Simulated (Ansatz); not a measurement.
A run of Ansatz 0.2.0:

Contents of input.yaml:

```yaml
crystal:
  lattice:
    - [0.0, 2.47502, 2.47502]
    - [2.47502, 0.0, 2.47502]
    - [2.47502, 2.47502, 0.0]
  atoms:
    - { symbol: Pb, position: [0.0, 0.0, 0.0], spin: 1.0 }
kpoints:
  mp_grid: { grid: [9, 9, 9] }
scf:
  occupations: { method: methfessel_paxton, width: 0.025 }
hamiltonian:
  xc: r2scan
  dispersion: d3bjatm
  pseudopotentials: { kind: all_electron, datasets: crystal }
magnetization:
  spin_polarized: true
  initial_magnetization: 1.0
  spin_locking: { lock_magnetization: hard }
output:
  forces: true
  stress: true
relax:
  f_tol: 0.005
  max_steps: 60
  cell: {}
```

Potentials or basis: all-electron PAW datasets made for the crystal.

Command:

```console
$ ansatz run input.yaml --threads 1 --pin off --max-ram 2560MiB --backend cpu --events-out ev --progress --plain --runs-dir out
```

Hardware: 1 thread of Arm Neoverse V1, on a shared host.

Question: Estimate the wall time of this run.

Answer: Wall time 30 s on 1 thread of Arm Neoverse V1, with other jobs on the host, peak memory 0.53 GiB. Counts: scf iterations 26, plane waves 331, k points 35, bands 12, ion steps 3.
